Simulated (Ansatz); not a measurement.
# ZnO: the cost of one run

Program: Ansatz 0.2.0. Level of theory: DFT r2SCAN, scalar-relativistic, plane waves, PAW. These are calculated values, not measurements.

### Step 1. The system as given

Symmetry: P6_3/mmc, No. 194, hexagonal system. Conventional cell: a = 3.288 Å, b = 3.288 Å, c = 7.130 Å, α = 90.00°, β = 90.00°, γ = 120.00°. Zn (site symmetry -6m2) has 3 O at 1.90 Å as nearest neighbours. O (site symmetry -6m2) has 3 Zn at 1.90 Å as nearest neighbours.

Structure file:

```cif
data_structure
_symmetry_space_group_name_H-M 'P6_3/mmc'
_symmetry_Int_Tables_number 194
_cell_length_a 3.2880
_cell_length_b 3.2880
_cell_length_c 7.1304
_cell_angle_alpha 90.000
_cell_angle_beta 90.000
_cell_angle_gamma 120.000
_cell_volume 66.76
loop_
_atom_site_label
_atom_site_type_symbol
_atom_site_symmetry_multiplicity
_atom_site_Wyckoff_symbol
_atom_site_fract_x
_atom_site_fract_y
_atom_site_fract_z
_atom_site_occupancy
Zn1 Zn 2 b 0.00000 0.00000 0.75000 1
O1 O 2 c 0.33333 0.66667 0.25000 1
```

The structure comes from the Materials Project (structure only).

### Step 2. Functional and cell changed: r2SCAN

What differs from the listed cell: strain xx, yy, zz, yz, xz, xy = +3.7, +3.7, +3.7, +0.0, +0.0, +0.0 %.

input.yaml reads:

```yaml
crystal:
  lattice:
    - [3.410180898, 0.0, 0.0]
    - [-1.7050904489, 2.9533032891, 0.0]
    - [0.0, 0.0, 7.395479855]
  atoms:
    - { symbol: Zn, position: [0.0, 0.0, 0.75] }
    - { symbol: Zn, position: [0.0, 0.0, 0.25] }
    - { symbol: O, position: [0.33333333, 0.66666667, 0.25] }
    - { symbol: O, position: [0.66666667, 0.33333333, 0.75] }
basis:
  ecutwfc: 500
kpoints:
  mp_grid: { grid: [9, 9, 4] }
hamiltonian:
  xc: r2scan
scf:
  occupations: { method: gaussian, width: 0.02 }
output:
  forces: true
  stress: true
  eigenvalues: true
```

What time and memory should one allow on 1 thread of an x86-64 CPU, shared host?

About 4.4 s, with a peak of 0.56 GiB.
